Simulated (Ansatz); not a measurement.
## Ni: equation of state with PBE

Ni:

```
CELL_PARAMETERS angstrom
-1.38372 1.38372 1.38372
1.38372 -1.38372 1.38372
1.38372 1.38372 -1.38372
ATOMIC_POSITIONS crystal
Ni 0.00000 0.00000 0.00000
```

This isn't the form of Ni at room conditions, which is fcc.

```json
{
 "Program": "Ansatz 0.2.0",
 "Task": "equation of state",
 "Functional": "PBE",
 "Potentials or basis": "all-electron LAPW, scalar-relativistic",
 "Basis error allowed": "0.0005 eV/atom",
 "k mesh": "13 × 13 × 13",
 "Occupations": "fermi-dirac, width 0.05 eV",
 "Spin": "collinear spin, ferromagnetic start",
 "Starting moments": "[1.0] μB"
}
```

The equilibrium volume is 11.00 Å³/atom. The bulk modulus is 192 GPa and the pressure derivative of the bulk modulus is 4.6.

Energy against volume, from the lowest point:
| volume (Å³/atom) | energy (meV/atom) |
| --- | --- |
| 9.962 | 70.71 |
| 10.174 | 43.04 |
| 10.385 | 22.85 |
| 10.597 | 9.40 |
| 10.809 | 2.00 |
| 11.021 | 0.00 |
| 11.233 | 2.83 |

All runs of the series together: 41 s on 2 threads of Intel(R) Xeon(R) 6975P-C (Granite Rapids) (shared host).
